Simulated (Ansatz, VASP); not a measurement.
## TaN: VASP beside Ansatz

```
CELL_PARAMETERS angstrom
0.00000 2.21132 2.21132
2.21132 0.00000 2.21132
2.21132 2.21132 0.00000
ATOMIC_POSITIONS crystal
Ta 0.50000 0.50000 0.50000
N 0.00000 0.00000 0.00000
```

The cell comes from a database or a generator and needn't be the stable form of this composition.

Alike in both runs: task relaxation of cell and atoms; functional BLYP; dispersion D4; k mesh 10 × 10 × 10; occupations fermi-dirac, width 0.05 eV; no spin polarisation.

|  | VASP | Ansatz |
| --- | --- | --- |
| version | VASP 6.6.1 | Ansatz 0.2.0 |
| potentials or method | VASP PAW PBE potentials, release 64 (Ta_pv, N), cutoff 600 eV | all-electron LAPW, scalar-relativistic |

Ansatz gave:

| Quantity | Value |
| --- | --- |
| relaxed volume (Å³/atom) | 10.82 |
| relaxed cell length with the largest relative difference (Å) | 3.128 |

**Question.** Estimate VASP's values.

**Answer.** Relaxed volume (Å³/atom): 10.88; relaxed cell length with the largest relative difference (Å): 3.134.

Ansatz ran all-electron here, so the differences hold the error of VASP's frozen core and of both bases.

Caveats: the PAW data sets were made with another functional, which shifts forces and pressure a little (VASP); pairwise dispersion overbinds metals, which lowers pressure and volume (VASP). Spin-orbit coupling is left out, which matters for the levels of Ta.
